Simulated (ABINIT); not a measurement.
# Hf (Im-3m) in ABINIT: reference runs

How does Hf come out in PBE? The cell is run as given and disturbed.

All numbers are computed with ABINIT 10.8.3 (patched build); they aren't measurements. Logs are shortened: lines on timing, memory, paths and dates and some standing lists are left out, and cuts for length are marked. The log counts tension as positive stress, the text compression.

## Step 1: Starting point

It takes space group Im-3m (No. 229, cubic). Conventional cell: a = 3.610 Å, b = 3.610 Å, c = 3.610 Å, α = 90.00°, β = 90.00°, γ = 90.00°. Hf (site symmetry m-3m) is surrounded by 8 Hf at 3.13 Å.

This isn't the form of Hf at room conditions, which is hcp.

## Step 2: Single point, PBE

The input, run.abi:

```
# Pseudopotentials
pp_dirpath "./"
pseudos "Hf.GGA_PBE-JTH.xml"

# Structure
structure "poscar:POSCAR"
natom 1

# Plane-wave basis
ecut 17.0
pawecutdg 34.0

# k points
kptopt 1
ngkpt 10 10 10
nshiftk 1
shiftk 0.0 0.0 0.0

# Exchange and correlation
ixc 11

# Bands and occupations
nband 10
occopt 3
tsmear 0.05 eV

# SCF cycle
nstep 100
tolvrs 1.0e-9

# Output
iomode 3
prtwf 0
prtden 0
prteig 0
prtebands 0
enunit 2
```

The input, POSCAR:

```
Hf
1.0
   -1.8050000000      1.8050000000      1.8050000000
    1.8050000000     -1.8050000000      1.8050000000
    1.8050000000      1.8050000000     -1.8050000000
Hf
1
Direct
    0.0000000000      0.0000000000      0.0000000000  Hf
```

Potentials or basis: JTH PAW PBE v2.0.

Command:

```sh
abinit run.abi > log 2>&1
```

run.abo:

```text
.Version 10.8.3 of ABINIT
 Symmetries : space group Im -3 m (#229); Bravais cI (body-center cubic)
================================================================================
 Values of the parameters that define the memory need of the present run
     intxc =       0    ionmov =       0      iscf =      17    lmnmax =      18
     lnmax =       6     mgfft =      24  mpssoang =       3    mqgrid =    3001
     natom =       1  nloc_mem =       2    nspden =       1   nspinor =       1
    nsppol =       1      nsym =      48    n1xccc =       1    ntypat =       1
    occopt =       3   xclevel =       2
       mpw =         551          nfft =       13824          nkpt =          47
 PAW method is used; the additional fine FFT grid is defined by:
   mgfftf=        32    nfftf =     32768
================================================================================
================================================================================

--------------------------------------------------------------------------------
------------- Echo of variables that govern the present computation ------------
--------------------------------------------------------------------------------
 -outvars: echo values of preprocessed input variables --------
            acell      1.0000000000E+00  1.0000000000E+00  1.0000000000E+00 Bohr
              amu      1.78490000E+02
             ecut      1.70000000E+01 Hartree
           enunit           2
              ixc          11
         kptrlatt       10    0    0      0   10    0      0    0   10
          kptrlen      5.90794850E+01
            natom           1
            nband          10
            ngfft          24      24      24
          ngfftdg          32      32      32
             nkpt          47
            nstep         100
             nsym          48
           ntypat           1
           occopt           3
        pawecutdg      3.40000000E+01 Hartree
         pawxcdev           0
           prtden           0
        prtebands           0
           prteig           0
            prtwf           0
            rprim     -3.4109556573E+00  3.4109556573E+00  3.4109556573E+00
                       3.4109556573E+00 -3.4109556573E+00  3.4109556573E+00
                       3.4109556573E+00  3.4109556573E+00 -3.4109556573E+00
          spgroup         229
           tolvrs      1.00000000E-09
           tsmear      1.83746611E-03 Hartree
            typat      1
           useylm           1
            znucl       72.00000

================================================================================

 chkinp: Checking input parameters for consistency.

================================================================================
== DATASET  1 ==================================================================

--- !DatasetInfo
iteration_state: {dtset: 1, }
dimensions: {natom: 1, nkpt: 47, mband: 10, nsppol: 1, nspinor: 1, nspden: 1, mpw: 551, }
cutoff_energies: {ecut:  17.0, pawecutdg:  34.0, }
electrons: {nelect:   1.20000000E+01, charge:   0.00000000E+00, occopt:   3.00000000E+00, tsmear:   1.83746611E-03, }
meta: {optdriver: 0, ionmov: 0, optcell: 0, iscf: 17, paral_kgb: 0, }
...

 Exchange-correlation functional for the present dataset will be:
  GGA: Perdew-Burke-Ernzerhof functional - ixc=11
  J.P.Perdew, K.Burke, M.Ernzerhof, PRL 77, 3865 (1996)

 Real(R)+Recip(G) space primitive vectors, cartesian coordinates (Bohr,Bohr^-1):
 R(1)= -3.4109557  3.4109557  3.4109557  G(1)=  0.0000000  0.1465865  0.1465865
 R(2)=  3.4109557 -3.4109557  3.4109557  G(2)=  0.1465865  0.0000000  0.1465865
 R(3)=  3.4109557  3.4109557 -3.4109557  G(3)=  0.1465865  0.1465865  0.0000000
 Unit cell volume ucvol=  1.5874067E+02 bohr^3
 Angles (23,13,12)=  1.09471221E+02  1.09471221E+02  1.09471221E+02 degrees

 Coarse grid specifications (used for wave-functions):

 getcut: wavevector=  0.0000  0.0000  0.0000  ngfft=  24  24  24
         ecut(hartree)=     17.000   => boxcut(ratio)=   2.18869

 Fine grid specifications (used for densities):

 getcut: wavevector=  0.0000  0.0000  0.0000  ngfft=  32  32  32
         ecut(hartree)=     34.000   => boxcut(ratio)=   2.06553

--- Pseudopotential description ------------------------------------------------
- pspini: atom type   1  psp file is ./Hf.GGA_PBE-JTH.xml
 Pseudopotential format is: paw10
 basis_size (lnmax)=  6 (lmn_size= 18), orbitals=   0   0   1   1   2   2
 Spheres core radius: rc_sph= 2.41119446
 Shapefunction is SIN type: shapef(r)=[sin(pi*r/rshp)/(pi*r/rshp)]**2
 Radius for shape functions =  2.41119446
 Compensation charge density is not taken into account in XC energy/potential

   1.11394417E+03                                ecore*ucvol(ha*bohr**3)
--------------------------------------------------------------------------------

================================================================================

--- !BeginCycle
iteration_state: {dtset: 1, }
solver: {iscf: 17, nstep: 100, nline: 4, wfoptalg: 10, }
tolerances: {tolvrs: 1.00E-09, }
...

     iter   Etot(hartree)      deltaE(h)  residm     nres2
 ETOT  1  -49.684526419087    -4.968E+01 3.547E+00 6.820E-01
 ETOT  2  -50.028974710217    -3.444E-01 3.833E-02 1.369E-01
 ETOT  3  -50.028052599966     9.221E-04 6.274E-03 1.313E-02
 ETOT  4  -50.028079332658    -2.673E-05 1.895E-03 3.573E-04
 ETOT  5  -50.028084067220    -4.735E-06 7.509E-04 2.537E-06
 ETOT  6  -50.028084052312     1.491E-08 1.208E-03 2.349E-07
 ETOT  7  -50.028084050979     1.333E-09 5.681E-04 5.086E-09
 ETOT  8  -50.028084050910     6.987E-11 3.395E-04 1.500E-10

 At SCF step    8       nres2   =  1.50E-10 < tolvrs=  1.00E-09 =>converged.

 Cartesian components of stress tensor (hartree/bohr^3)
  sigma(1 1)=  1.78013667E-04  sigma(3 2)=  0.00000000E+00
  sigma(2 2)=  1.78013667E-04  sigma(3 1)=  0.00000000E+00
  sigma(3 3)=  1.78013667E-04  sigma(2 1)=  0.00000000E+00

--- !ResultsGS
iteration_state: {dtset: 1, }
comment   : Summary of ground state results
lattice_vectors:
- [ -3.4109557,   3.4109557,   3.4109557, ]
- [  3.4109557,  -3.4109557,   3.4109557, ]
- [  3.4109557,   3.4109557,  -3.4109557, ]
lattice_lengths: [   5.90795,    5.90795,    5.90795, ]
lattice_angles: [109.471, 109.471, 109.471, ] # degrees, (23, 13, 12)
lattice_volume:   1.5874067E+02
convergence: {deltae:  6.987E-11, res2:  1.500E-10, residm:  3.395E-04, diffor: null, }
etotal    :  -5.00280841E+01
entropy   :   0.00000000E+00
fermie    :  -7.26927836E-02
cartesian_stress_tensor: # hartree/bohr^3
- [  1.78013667E-04,   0.00000000E+00,   0.00000000E+00, ]
- [  0.00000000E+00,   1.78013667E-04,   0.00000000E+00, ]
- [  0.00000000E+00,   0.00000000E+00,   1.78013667E-04, ]
pressure_GPa:  -5.2373E+00
xred      :
- [  0.0000E+00,   0.0000E+00,   0.0000E+00, Hf]
cartesian_forces: # hartree/bohr
- [ -0.00000000E+00,  -0.00000000E+00,  -0.00000000E+00, ]
force_length_stats: {min:   0.00000000E+00, max:   0.00000000E+00, mean:   0.00000000E+00, }
...

 Integrated electronic density in atomic spheres:
 ------------------------------------------------
 Atom  Sphere_radius  Integrated_density
    1        2.41119          9.42127790

================================================================================

 ----iterations are completed or convergence reached----

 Mean square residual over all n,k,spin=   13.050E-07; max=  33.955E-05
 reduced coordinates (array xred) for    1 atoms
       0.000000000000      0.000000000000      0.000000000000
 rms dE/dt=  0.0000E+00; max dE/dt=  0.0000E+00; dE/dt below (all hartree)
    1       0.000000000000      0.000000000000      0.000000000000

 cartesian coordinates (angstrom) at end:
    1      0.00000000000000     0.00000000000000     0.00000000000000

 cartesian forces (hartree/bohr) at end:
    1     -0.00000000000000    -0.00000000000000    -0.00000000000000
 frms,max,avg= 0.0000000E+00 0.0000000E+00   0.000E+00  0.000E+00  0.000E+00 h/b

 cartesian forces (eV/Angstrom) at end:
    1     -0.00000000000000    -0.00000000000000    -0.00000000000000
 frms,max,avg= 0.0000000E+00 0.0000000E+00   0.000E+00  0.000E+00  0.000E+00 e/A
 length scales=  1.000000000000  1.000000000000  1.000000000000 bohr
              =  0.529177210544  0.529177210544  0.529177210544 angstroms
 Fermi (or HOMO) energy (hartree) =  -0.07269   Average Vxc (hartree)=  -0.41076
 Eigenvalues (hartree) for nkpt=  47  k points:
 kpt#   1, nband= 10, wtk=  0.00100, kpt=  0.0000  0.0000  0.0000 (reduced coord)
  -2.34109   -1.17540   -1.17540   -1.17540   -0.32543   -0.01778   -0.01778   -0.01778
   0.07930    0.07930
      occupation numbers for kpt#   1
   2.00000    2.00000    2.00000    2.00000    2.00000    0.00000    0.00000    0.00000
   0.00000    0.00000
 prteigrs : prtvol=0 or 1, do not print more k-points.

 Fermi (or HOMO) energy (eV) =  -1.97807   Average Vxc (eV)= -11.17726
 Eigenvalues (   eV  ) for nkpt=  47  k points:
 kpt#   1, nband= 10, wtk=  0.00100, kpt=  0.0000  0.0000  0.0000 (reduced coord)
 -63.70439  -31.98433  -31.98433  -31.98433   -8.85552   -0.48390   -0.48390   -0.48390
   2.15783    2.15783
 prteigrs : prtvol=0 or 1, do not print more k-points.

--- !EnergyTerms
iteration_state     : {dtset: 1, }
comment             : Components of total free energy in Hartree
kinetic             :  5.30253932392987E+00
hartree             :  6.50833409369153E+00
xc                  : -8.99505839388150E+00
Ewald energy        : -3.84092956187632E+01
psp_core            :  7.01738351759679E+00
local_psp           : -1.48217407684870E+00
PAW spherical_terms : -1.99692422215465E+01
internal            : -5.00275133758217E+01
'-kT*entropy'       : -5.64712582799872E-04
total_energy        : -5.00280780884045E+01
total_energy_eV     : -1.36133335600767E+03
...

--- !EnergyTermsDC
iteration_state     : {dtset: 1, }
comment             : '"Double-counting" decomposition of free energy'
band_energy         : -1.23458032841985E+01
Ewald energy        : -3.84092956187632E+01
psp_core            :  7.01738351759679E+00
xc_dc               : -1.16269180269575E+01
PAW spherical_terms :  5.33711407399559E+00
internal            : -5.00275193383268E+01
'-kT*entropy'       : -5.64712582799872E-04
total_energy_dc     : -5.00280840509096E+01
total_energy_dc_eV  : -1.36133351825570E+03
...

--- !EnergyTermsWithPAWCore
iteration_state     : {dtset: 1, }
comment             : 'Components of total free energy, including PAW core contributions'
Total energy        : -1.50784787483479E+04
Total energy DC     : -1.50784787543104E+04
Total energy (eV)   : -4.10306309223111E+05
Total energy DC (eV): -4.10306309385359E+05
...

 Cartesian components of stress tensor (hartree/bohr^3)
  sigma(1 1)=  1.78013667E-04  sigma(3 2)=  0.00000000E+00
  sigma(2 2)=  1.78013667E-04  sigma(3 1)=  0.00000000E+00
  sigma(3 3)=  1.78013667E-04  sigma(2 1)=  0.00000000E+00

-Cartesian components of stress tensor (GPa)         [Pressure= -5.2373E+00 GPa]
- sigma(1 1)=  5.23734290E+00  sigma(3 2)=  0.00000000E+00
- sigma(2 2)=  5.23734290E+00  sigma(3 1)=  0.00000000E+00
- sigma(3 3)=  5.23734290E+00  sigma(2 1)=  0.00000000E+00

== END DATASET(S) ==============================================================
================================================================================

 -outvars: echo values of variables after computation  --------
            acell      1.0000000000E+00  1.0000000000E+00  1.0000000000E+00 Bohr
           etotal     -5.0028084051E+01
            fcart     -0.0000000000E+00 -0.0000000000E+00 -0.0000000000E+00
            rprim     -3.4109556573E+00  3.4109556573E+00  3.4109556573E+00
                       3.4109556573E+00 -3.4109556573E+00  3.4109556573E+00
                       3.4109556573E+00  3.4109556573E+00 -3.4109556573E+00
           strten      1.7801366706E-04  1.7801366706E-04  1.7801366706E-04
                       0.0000000000E+00  0.0000000000E+00  0.0000000000E+00
 Calculation completed.
```

Wall time 7.5 s (1 thread of Intel Xeon Platinum 8375C at 2.90GHz (Ice Lake), shared host); peak memory 0.1 GiB.

What came out:

```yaml
Free_energy: -1361.3335 eV
Band_gap_on_the_k_mesh: none (metal or under the smearing width)
Valence_electrons_inside_the_program's_atomic_spheres: Hf 9.42 (radii [1.2759] Å)
```

Caveat: the cutoff is too short for stress, so the log's stress isn't used. Spin-orbit coupling is left out, which matters for the levels of Hf.

## Step 3: Single point, PBE

The input, run.py:

```python
import json, os
import numpy as np
from ase.units import GPa
from ase.calculators.abinit import Abinit, AbinitProfile
from ase.io import read

atoms = read('Hf.cif')

profile = AbinitProfile(command='abinit', pp_paths=[os.path.abspath('pseudos')])
params = dict(
    pps='pawxml', xc='PBE',
    ecut=462.5936,
    pawecutdg=925.1871,
    kptopt=1,
    ngkpt=[10, 10, 10],
    nshiftk=1,
    shiftk=[0.0, 0.0, 0.0],
    ixc=11,
    nband=10,
    occopt=3,
    tsmear=0.05,
    nstep=100,
    tolvrs=1e-09,
    prtwf=0,
    prtden=0,
)

atoms.calc = Abinit(profile=profile, directory='run', **params)
energy = atoms.get_potential_energy()
forces = atoms.get_forces()
stress = atoms.get_stress()
print(f'energy {energy:.6f} eV')
print('forces (eV/A)')
print(np.round(forces, 5))
print('stress (GPa, Voigt, tension positive)', np.round(stress / GPa, 4))
json.dump(dict(energy=energy, forces=forces.tolist(), stress=stress.tolist(), cell=atoms.cell.tolist(), frac=atoms.get_scaled_positions(wrap=False).tolist()), open('results.json', 'w'))
```

The input, Hf.cif:

```cif
data_Hf
_cell_length_a 3.12635171
_cell_length_b 3.12635171
_cell_length_c 3.12635171
_cell_angle_alpha 109.47122063
_cell_angle_beta 109.47122063
_cell_angle_gamma 109.47122063
_space_group_name_H-M_alt 'P1'
_space_group_name_Hall 'P 1'
_space_group_IT_number 1
loop_
_space_group_symop_operation_xyz
'x,y,z'
loop_
_atom_site_label
_atom_site_type_symbol
_atom_site_symmetry_multiplicity
_atom_site_Wyckoff_symbol
_atom_site_fract_x
_atom_site_fract_y
_atom_site_fract_z
_atom_site_occupancy
Hf1 Hf 1 a 0.0000000000 0.0000000000 0.0000000000 1
```

Potentials or basis: JTH PAW PBE v2.0.

Command:

```sh
python run.py
```

Wall time 9.5 s (1 thread of Intel Xeon Platinum 8375C at 2.90GHz (Ice Lake), shared host); peak memory 0.09 GiB.

The run converged. Its results:

* Free energy: -1361.3335 eV
* Band gap on the k mesh: none (metal or under the smearing width)
* Valence electrons inside the program's atomic spheres: Hf 9.42 (radii [1.2759] Å)

Levels at points of the mesh, in eV from the Fermi level:
```csv
k point,band 3,band 4,band 5,band 6,band 7,band 8,band 9,band 10
"(0.00, 0.00, 0.00)",-30.01,-30.01,-6.88,1.49,1.49,1.49,4.14,4.14
"(0.50, 0.00, 0.00)",-30.23,-30.01,-3.23,-0.41,0.87,3.94,4.89,7.19
"(0.50, 0.50, 0.50)",-30.49,-30.49,-2.36,-2.36,6.42,6.43,6.43,6.82
```

Caveat: the cutoff is too short for stress, so the log's stress isn't used.

## Step 4: Single point, PBE (cell strained at random at fixed volume)

Changes to run.abi since step 2:

```diff
@@ -5,7 +5,19 @@
 # Structure
-structure "poscar:POSCAR"
+acell 3.0976908789 3.104434184 3.1192711093 Angstrom
+rprim
+    -0.5602189075     0.5772348081     0.5940999512
+     0.5696381032    -0.5672734211     0.5947380072
+     0.5712225509     0.5794546023    -0.5813236287
+ntypat 1
+znucl 72
 natom 1
+typat 1
+xred
+    -0.0165250000    -0.0068030000    -0.0104090000
+chkprim 0
+chksymtnons 0
+tolsym 1.0e-6
 
 # Plane-wave basis
-ecut 17.0
+ecut 462.593566 eV
 pawecutdg 34.0
@@ -36,2 +48,2 @@
 prtebands 0
-enunit 2
+enunit 1
```

Command:

```sh
abinit run.abi > log 2>&1
```

Run time: 64 s. Hardware: 1 thread of Intel Xeon Platinum 8375C at 2.90GHz (Ice Lake), shared host; peak memory 0.2 GiB.

The run converged. Its results:

```
Free energy                                           : -1361.3318 eV
Band gap on the k mesh                                : none (metal or under the smearing width)
Valence electrons inside the program's atomic spheres : Hf 9.43 (radii [1.2759] Å)
```

Levels at points of the mesh, in eV from the Fermi level:
```csv
k point,band 2,band 3,band 4,band 5,band 6,band 7,band 8,band 9,band 10
"(0.00, 0.00, 0.00)",-30.03,-30.00,-30.00,-6.88,1.18,1.47,1.81,3.90,4.38
"(0.50, 0.00, 0.00)",-30.70,-30.21,-30.00,-3.29,-0.25,0.69,3.76,4.90,7.02
"(0.00, 0.50, 0.00)",-30.70,-30.22,-30.01,-3.27,-0.40,0.74,3.91,5.05,7.03
"(0.50, 0.50, 0.00)",-30.72,-30.28,-30.03,-3.15,-0.60,1.15,4.08,4.89,7.36
"(0.00, 0.00, 0.50)",-30.68,-30.22,-30.02,-3.25,-0.68,0.83,4.35,5.20,7.08
"(0.50, 0.00, 0.50)",-30.72,-30.26,-30.02,-3.20,-0.34,0.96,3.72,4.83,7.25
"(0.00, 0.50, 0.50)",-30.72,-30.24,-30.01,-3.23,-0.21,0.86,3.62,4.71,7.21
"(0.50, 0.50, 0.50)",-30.54,-30.52,-30.44,-2.41,-2.32,6.08,6.35,6.52,6.68
```

Caveat: the cutoff is too short for stress, so the log's stress isn't used. The run has no spin-orbit coupling, so splittings on Hf are missing.
